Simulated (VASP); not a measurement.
A run of VASP 6.6.1:

INCAR

```
SYSTEM = Os
ALGO = Normal ; EDIFF = 1E-6
ENCUT = 520 ; GGA = PE
ISIF = 2 ; ISMEAR = 0
IVDW = 12 ; LASPH = .True.
LCHARG = .False. ; LREAL = .False.
LWAVE = .False. ; NBANDS = 10
NELM = 100 ; PREC = Accurate
SIGMA = 0.1
```

The input KPOINTS:

```
k-points
0
Gamma
  20 20 20
  0 0 0
```

Contents of POSCAR:

```
Os
1.0
   -1.5357076352      1.5357076352      1.5357076352
    1.5357076352     -1.5357076352      1.5357076352
    1.5357076352      1.5357076352     -1.5357076352
Os
1
Direct
    0.0000000000      0.0000000000      0.0000000000
```

Potentials or basis: VASP PAW PBE potentials, release 64 (Os).

The run is started by

```sh
$ cat potpaw_PBE.64/Os/POTCAR > POTCAR
$ mpirun -np 1 vasp_std > vasp.out
```

Hardware: 1 thread of Intel(R) Xeon(R) Platinum 8259CL CPU @ 2.50GHz (Skylake/Cascade Lake), with other jobs on the host.

Task: Estimate the wall time of this run.

Result: Run time: 21 s on 1 thread of Intel(R) Xeon(R) Platinum 8259CL CPU @ 2.50GHz (Skylake/Cascade Lake), with other jobs on the host, peak memory 0.16 GiB. Counts: scf iterations 12, k points 256.
